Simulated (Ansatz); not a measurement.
Set up this calculation in Ansatz 0.2.0, as the native input.

| Property | Result |
| --- | --- |
| Task | relaxation of cell and atoms |
| Functional | LDA |
| Potentials or basis | all-electron LAPW, scalar-relativistic |
| Basis error allowed | 0.001 eV/atom |
| k mesh | 10 × 10 × 10 |
| Occupations | fermi-dirac, width 0.05 eV |
| Spin | no spin polarisation |

ZrN:

```xyz
2
Lattice="0.0000 2.3000 2.3000 2.3000 0.0000 2.3000 2.3000 2.3000 0.0000" Properties=species:S:1:pos:R:3 pbc="T T T"
Zr    2.3000    2.3000    2.3000
N     0.0000    0.0000    0.0000
```

The input as run:

input.yaml

```yaml
crystal:
  lattice:
    - [0.0, 2.3, 2.3]
    - [2.3, 0.0, 2.3]
    - [2.3, 2.3, 0.0]
  atoms:
    - { symbol: Zr, position: [0.5, 0.5, 0.5] }
    - { symbol: "N", position: [0.0, 0.0, 0.0] }
kpoints:
  mp_grid: { grid: [10, 10, 10] }
scf:
  occupations: { method: fermi_dirac, width: 0.05 }
hamiltonian:
  xc: lda
  pseudopotentials: { kind: all_electron, lapw: { basis_error: 0.001 } }
output:
  forces: true
  stress: true
relax:
  f_tol: 0.01
  max_steps: 60
  cell: {}
```

Potentials or basis: all-electron LAPW, scalar-relativistic.

Run with:

```bash
$ ansatz run input.yaml --threads 1 --pin off --max-ram 3072MiB --backend cpu --events-out ev --progress --plain --runs-dir out
```

It gave:

| Property | Result |
| --- | --- |
| Relaxed volume | 11.58 Å³/atom |
| Relaxed cell | a = 3.200 Å, b = 3.200 Å, c = 3.200 Å, α = 60.00°, β = 60.00°, γ = 60.00° |
| Space group after relaxing (to 0.05 Å) | Fm-3m (No. 225) |
| Energy gained by relaxing | 24.0 meV/atom |
| Ionic steps | 5 |
| Pressure after relaxing | 0.0 GPa |

Run time: 40 s on 1 thread of Arm Neoverse N1, with other jobs on the host, peak memory 0.29 GiB.
